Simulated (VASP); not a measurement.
# P (P2/m) in VASP: reference runs

Reference runs on P: the cell as given and a disturbed copy.

Everything below comes from runs of VASP 6.6.1. Logs are shortened: lines on timing, memory, paths and dates and some standing lists are left out, and cuts for length are marked.

## (1) The crystal as given

Symmetry: P2/m, No. 10, monoclinic system. The conventional cell has a = 2.425 Å, b = 2.439 Å, c = 4.852 Å, α = 90.00°, β = 90.24°, γ = 90.00°. P (site symmetry m) is surrounded by 6 P at 2.42 to 2.44 Å.

This isn't the form of P at room conditions, which is orthorhombic.

## (2) Single point, PBE

File INCAR:

```
SYSTEM = P
PREC = Accurate
ENCUT = 520
EDIFF = 1E-7
ISMEAR = -1
SIGMA = 0.05
LREAL = .False.
LASPH = .True.
NELM = 100
ALGO = Normal
ISIF = 2
LWAVE = .False.
LCHARG = .True.
GGA = PE
LELF = .True.
LVHAR = .True.
NBANDS = 12
```

File KPOINTS:

```
regular mesh
0
Gamma
  11 11 6
  0 0 0
```

File POSCAR:

```
P
1.0
    2.4246941115      0.0000000000      0.0000000000
    0.0000000000      2.4385351442      0.0000000000
   -0.0203144631      0.0000000000      4.8524328982
P
2
Direct
    0.0000000300      0.0000000000      0.7494253600
    0.9999999700      0.0000000000      0.2505746400
```

Potentials or basis: VASP PAW PBE potentials, release 64 (P).

On the command line:

```sh
$ cat potpaw_PBE.64/P/POTCAR > POTCAR
$ mpirun -np 1 vasp_std > vasp.out
```

OUTCAR:

```text
SYSTEM = P
   PREC = Accurate
   ENCUT = 520
   EDIFF = 1E-7
   ISMEAR = -1
   LREAL = .False.
   LASPH = .True.
   NELM = 100
   ISIF = 2
   GGA = PE

 ion  position               nearest neighbor table
   1  0.000  0.000  0.749-   2 2.42   2 2.43
   2  1.000  0.000  0.251-   1 2.42   1 2.43

  LATTYP: Found a simple monoclinic cell.
 ALAT       =     2.4246941115
 B/A-ratio  =     1.0057083624
 C/A-ratio  =     2.0012732318
 COS(beta)  =    -0.0041864124

  Lattice vectors:

 A1 = (   2.4246941115,   0.0000000000,   0.0000000000)
 A2 = (   0.0000000000,   2.4385351442,   0.0000000000)
 A3 = (  -0.0203144631,   0.0000000000,   4.8524328982)

Analysis of symmetry for initial positions (statically):
=====================================================================
 Subroutine PRICEL returns:
 Original cell was already a primitive cell.

 Routine SETGRP: Setting up the symmetry group for a
 simple monoclinic supercell.

 Subroutine GETGRP returns: Found  4 space group operations
 (whereof  4 operations were pure point group operations)
 out of a pool of  4 trial point group operations.

The static configuration has the point symmetry C_2h.

Analysis of symmetry for dynamics (positions and initial velocities):
=====================================================================
 Subroutine PRICEL returns:
 Original cell was already a primitive cell.

 Routine SETGRP: Setting up the symmetry group for a
 simple monoclinic supercell.

 Subroutine GETGRP returns: Found  4 space group operations
 (whereof  4 operations were pure point group operations)
 out of a pool of  4 trial point group operations.

The dynamic configuration has the point symmetry C_2h.

 Subroutine INISYM returns: Found  4 space group operations
 (whereof  4 operations are pure point group operations),
 and found     1 'primitive' translations

----------------------------------------------------------------------------------------

                                     Primitive cell

  volume of cell :      28.6910

  direct lattice vectors                    reciprocal lattice vectors
     2.424694112  0.000000000  0.000000000     0.412423157  0.000000000  0.001726589
     0.000000000  2.438535144  0.000000000     0.000000000  0.410082259  0.000000000
    -0.020314463  0.000000000  4.852432898     0.000000000  0.000000000  0.206082190

  length of vectors
     2.424694112  2.438535144  4.852475421     0.412426771  0.410082259  0.206082190

  position of ions in fractional coordinates (direct lattice)
     0.000000030  0.000000000  0.749425360
     0.999999970  0.000000000  0.250574640

  ion indices of the primitive-cell ions
   primitive index   ion index
                 1           1
                 2           2

----------------------------------------------------------------------------------------

 KPOINTS: regular mesh

Automatic generation of k-mesh.
 Grid dimensions read from file:
 generate k-points for:   11   11    6

 Generating k-lattice:

  Cartesian coordinates                     Fractional coordinates (reciprocal lattice)
     0.037493014  0.000000000  0.000156963     0.090909091  0.000000000  0.000000000
     0.000000000  0.037280205  0.000000000     0.000000000  0.090909091  0.000000000
     0.000000000  0.000000000  0.034347032     0.000000000  0.000000000  0.166666667

  Length of vectors
     0.037493343  0.037280205  0.034347032

  Shift w.r.t. Gamma in fractional coordinates (k-lattice)
     0.000000000  0.000000000  0.000000000

 Subroutine IBZKPT returns following result:
 ===========================================

 Found    204 irreducible k-points:

 Following reciprocal coordinates:
            Coordinates               Weight
  0.000000  0.000000  0.000000      1.000000
  0.090909  0.000000 -0.000000      2.000000
  0.181818  0.000000  0.000000      2.000000
  0.272727  0.000000 -0.000000      2.000000
  0.363636  0.000000  0.000000      2.000000
  0.454545  0.000000  0.000000      2.000000
[... 16 lines left out ...]
  0.363636  0.272727  0.000000      4.000000
  0.454545  0.272727  0.000000      4.000000
 [... further k-points ...]
   k-points           NKPTS =    204   k-points in BZ     NKDIM =    204   number of bands    NBANDS=     12
   number of dos      NEDOS =    301   number of ions     NIONS =      2
   total plane-waves  NPLWV =  11664
   dimension x,y,z NGX =    18 NGY =   18 NGZ =   36
   dimension x,y,z NGXF=    36 NGYF=   36 NGZF=   72
   ions per type =               2
   NGX,Y,Z   is equivalent  to a cutoff of  12.34, 12.27, 12.33 a.u.
   NGXF,Y,Z  is equivalent  to a cutoff of  24.68, 24.54, 24.67 a.u.
 SYSTEM =  P
   PREC   = accura    normal or accurate (medium, high low for compatibility)
   ISTART =      0    job   : 0-new  1-cont  2-samecut
   ICHARG =      2    charge: 1-file 2-atom 10-const
   ISPIN  =      1    spin polarized calculation?
   LNONCOLLINEAR =      F non collinear calculations
   LSORBIT =      F    spin-orbit coupling
   LASPH  =      T    aspherical Exc in radial PAW
   ENCUT  =  520.0 eV  38.22 Ry    6.18 a.u.   4.51  4.53  9.02*2*pi/ulx,y,z
   NELM   =    100;   NELMIN=  2; NELMDL= -5     # of ELM steps
   EDIFF  = 0.1E-06   stopping-criterion for ELM
   LREAL  =      F    real-space projection
   EDIFFG = 0.1E-05   stopping-criterion for IOM
   NSW    =      0    number of steps for IOM
   IBRION =     -1    ionic relax: 0-MD 1-quasi-New 2-CG
   NFREE  =      0    steps in history (QN), initial steepest desc. (CG)
   ISIF   =      2    stress and relaxation
   ISYM   =      2    0-nonsym 1-usesym 2-fastsym
   POTIM  = 0.5000    time-step for ionic-motion
   TEBEG  =    0.0;   TEEND  =   0.0 temperature during run
   PSTRESS=    0.0 pullay stress
   NELECT =      10.0000    total number of electrons
   NUPDOWN=      -1.0000    fix difference up-down
   EMIN   =  10.00;   EMAX   =-10.00  energy-range for DOS
   EFERMI =   0.00;   METHOD = LEGACY
   ISMEAR =    -1;   SIGMA  =   0.05  broadening in eV -4-tet -1-fermi 0-gaus
   EFERMI_NEDOS =   21; number of points for ismear=-14 and -15
   IALGO  =     38    algorithm
   IMIX   =      4    mixing-type and parameters
     AMIX     =   0.40;   BMIX     =  1.00
     AMIX_MAG =   1.60;   BMIX_MAG =  1.00
  volume/ion in A,a.u.               =      14.35        96.81
  Fermi-wavevector in a.u.,A,eV,Ry     =   1.152107  2.177167 18.059715  1.327352
  Thomas-Fermi vector in A             =   2.288761
   LORBIT       =      0    0 simple, 1 ext, 2 COOP (PROOUT), +10 PAW based schemes
   GGA     = PE    functional components
   LHFCALC =     F    Hartree Fock is set to
   AEXX    =    0.0000 exact exchange contribution
   IVDW    =     0    specifies the selected vdW correction
   LEPSILON=     F    determine dielectric tensor
   LRPA    =     F    only Hartree local field effects (RPA)
 non-spin polarized calculation
  energy-cutoff  :      520.00
  volume of cell :       28.69
 maximum number of plane-waves:       795
 NGX is ok and might be reduce to    18
   NGX =  9   NGY =  9   NGZ = 19

 number of electron      10.0000000 magnetization

 number of electron       9.9999996 magnetization

 Free energy of the ion-electron system (eV)
  ---------------------------------------------------
  ext. energy  EPLUGINS =         0.00000000
  ---------------------------------------------------
  free energy    TOTEN  =       -10.51941072 eV

  energy without entropy =      -10.51296823  energy(sigma->0) =      -10.51618947

 E-fermi :   9.7823     XC(G=0): -11.3451

 val. band max:        9.7770621774   @ k =   0.3636   0.1818   0.5000
 cond. band min:       9.8019770648   @ k =   0.1818   0.3636   0.5000
 fundamental gap:      0.0249148874
 Fermi energy:         9.7823082452

 k-point     1 :       0.0000    0.0000    0.0000
  band No.  band energies     occupation
      1      -6.7978      2.00000
      2      -2.3649      2.00000
      3       1.0504      2.00000
      4      14.8057      0.00000
      5      15.0083      0.00000
      6      15.0540      0.00000
      7      16.6073      0.00000
      8      16.6699      0.00000
      9      17.7153      0.00000
     10      17.9509      0.00000
     11      19.2474      0.00000
     12      24.2821      0.00000

 k-point     2 :       0.0909    0.0000   -0.0000
  band No.  band energies     occupation
      1      -6.6060      2.00000
      2      -2.1721      2.00000
      3       1.2240      2.00000
      4      12.3422      0.00000
      5      14.9574      0.00000
      6      15.1660      0.00000
      7      15.5585      0.00000
      8      16.7687      0.00000
      9      17.8575      0.00000
     10      19.0968      0.00000
     11      21.2253      0.00000
     12      21.7190      0.00000

 k-point     3 :       0.1818    0.0000    0.0000
  band No.  band energies     occupation
      1      -6.0352      2.00000
      2      -1.5969      2.00000
      3       1.7354      2.00000
      4       9.0752      2.00000
      5      12.5713      0.00000
      6      15.4021      0.00000
      7      15.6096      0.00000
      8      17.2099      0.00000
      9      18.2738      0.00000
     10      18.2766      0.00000
     11      21.3728      0.00000
     12      23.0820      0.00000

 k-point     4 :       0.2727    0.0000   -0.0000
  band No.  band energies     occupation
      1      -5.1043      2.00000
      2      -0.6511      2.00000
      3       2.5466      2.00000
      4       6.0416      2.00000
      5       9.7099      1.61955
      6      15.1713      0.00000
      7      16.0997      0.00000
      8      16.3056      0.00000
      9      17.8764      0.00000
     10      18.9251      0.00000
     11      23.0269      0.00000
     12      24.5559      0.00000

 k-point     5 :       0.3636    0.0000    0.0000
  band No.  band energies     occupation
      1      -3.8729      2.00000
      2       0.6328      2.00000
      3       3.3834      2.00000
      4       3.5451      2.00000
      5       7.1137      2.00000
      6      12.6222      0.00000
      7      16.9377      0.00000
      8      17.1417      0.00000
      9      18.6210      0.00000
     10      19.7028      0.00000
     11      24.5975      0.00000
     12      25.6981      0.00000
[... 228 lines left out ...]
      1      -4.3724      2.00000
      2       0.0831      2.00000
      3       3.1924      2.00000
      4       6.5658      2.00000
      5      10.0404      0.01140
      6      10.7017      0.00000
      7      14.8667      0.00000
      8      15.7606      0.00000
      9      16.8602      0.00000
     10      19.7773      0.00000
     11      20.5853      0.00000
     12      22.9277      0.00000

 k-point    22 :       0.2727    0.2727   -0.0000
  band No.  band energies     occupation
      1      -3.4438      2.00000
      2       1.0195      2.00000
      3       3.9872      2.00000
      4       6.8367      2.00000
      5       8.2549      2.00000
      6       9.9241      0.11083
      7      12.9514      0.00000
      8      16.3256      0.00000
      9      16.9581      0.00000
     10      17.5389      0.00000
     11      19.1405      0.00000
     12      22.6396      0.00000

 k-point    23 :       0.3636    0.2727    0.0000
  band No.  band energies     occupation
      1      -2.2117      2.00000
      2       2.2924      2.00000
      3       4.8090      2.00000
      4       4.9585      2.00000
      5       8.3096      2.00000
      6       8.6558      2.00000
      7      12.9897      0.00000
      8      14.1385      0.00000
      9      16.8781      0.00000
     10      17.6251      0.00000
     11      18.3509      0.00000
     12      20.3945      0.00000

 k-point    24 :       0.4545    0.2727    0.0000
  band No.  band energies     occupation
      1      -0.9450      2.00000
      2       2.8866      2.00000
      3       3.7527      2.00000
      4       5.7637      2.00000
      5       6.3802      2.00000
      6       9.4732      1.99588
      7      12.5665      0.00000
      8      13.6891      0.00000
      9      15.3241      0.00000
     10      18.4252      0.00000
     11      18.8112      0.00000
     12      18.9999      0.00000

 [... further k-points ...]

------------------------ aborting loop because EDIFF is reached ----------------------------------------

  FORCE on cell =-STRESS in cart. coord.  units (eV):
  Direction    XX          YY          ZZ          XY          YZ          ZX
  --------------------------------------------------------------------------------------
  -------------------------------------------------------------------------------------
  Total        0.5031258      0.2770491      0.2429152      0.0000000      0.0000000      0.0410495
  in kB       28.0958155     15.4711242     13.5650001      0.0000000      0.0000000      2.2923055
  external PRESSURE =      19.0439799 kB  Pullay stress =       0.0000000 kB

 VOLUME and BASIS-vectors are now :
 -----------------------------------------------------------------------------
  energy-cutoff  :      520.00
  volume of cell :       28.69
      direct lattice vectors                 reciprocal lattice vectors
     2.424694112  0.000000000  0.000000000     0.412423157  0.000000000  0.001726589
     0.000000000  2.438535144  0.000000000     0.000000000  0.410082259  0.000000000
    -0.020314463  0.000000000  4.852432898     0.000000000  0.000000000  0.206082190

 POSITION                                       TOTAL-FORCE (eV/Angst)
 -----------------------------------------------------------------------------------
     -0.01522      0.00000      3.63654         0.000184      0.000000      0.004787
      2.41960      0.00000      1.21590        -0.000184      0.000000     -0.004787
 -----------------------------------------------------------------------------------
    total drift:                               -0.000000      0.000000     -0.000000

  FREE ENERGIE OF THE ION-ELECTRON SYSTEM (eV)
  ---------------------------------------------------
  free  energy   TOTEN  =       -10.5194107170 eV

  energy  without entropy=      -10.5129682287  energy(sigma->0) =      -10.51618947
```

Wall time 25 s (1 thread of Intel Xeon Platinum 8488C (Sapphire Rapids), shared host); peak memory 0.16 GiB.

Results:

```
Free energy            : -10.5194 eV
Pressure               : 1.9 GPa
Largest force          : 0.005 eV/Å
Band gap on the k mesh : none (metal or under the smearing width)
```

Forces on the atoms (eV/Å):
```
P    0.000  0.000  0.005
P    0.000  0.000 -0.005
```

(Part 1 of 2 ends here.)
